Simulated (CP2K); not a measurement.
Runs of CP2K 2026.2 on GaN. The structure is cubic, space group F-43m (No. 216). The conventional cell has a = 4.507 Å, b = 4.507 Å, c = 4.507 Å, α = 90.00°, β = 90.00°, γ = 90.00°. Ga (site symmetry -43m) has 4 N at 1.95 Å as nearest neighbours. N (site symmetry -43m) is surrounded by 4 Ga at 1.95 Å. The cell is a database's computed one.

| level | gap on the mesh (eV) | pressure (GPa) |
| --- | --- | --- |
| OLYP | 1.94 | 5.3 |
| TPSS | 1.65 | 4.6 |
| BLYP | (a) | 13.8 |
| PBEsol | (b) | 1.8 |
| WC | 1.58 | 2.4 |

Alike in all rows: task atomic charges; potentials or basis POTENTIAL_UZH Ga GTH-PBE-q13, N GTH-PBE-q5; TZVP-MOLOPT-PBE-GTH basis; no spin polarisation; cell as given; k mesh 10 × 10 × 10; smearing fermi-dirac 0.05 eV.

Question: Estimate the missing entries.

Answer: (a) 1.76; (b) 1.59.

Caveats: the potentials were made for another functional, which shifts forces and pressure; the basis of atomic orbitals isn't converged, which shifts pressures, moduli and gaps.

A k mesh can miss the band edges, and the runs leave out spin-orbit coupling on Ga.

Runs at the PBE level aren't shown here.
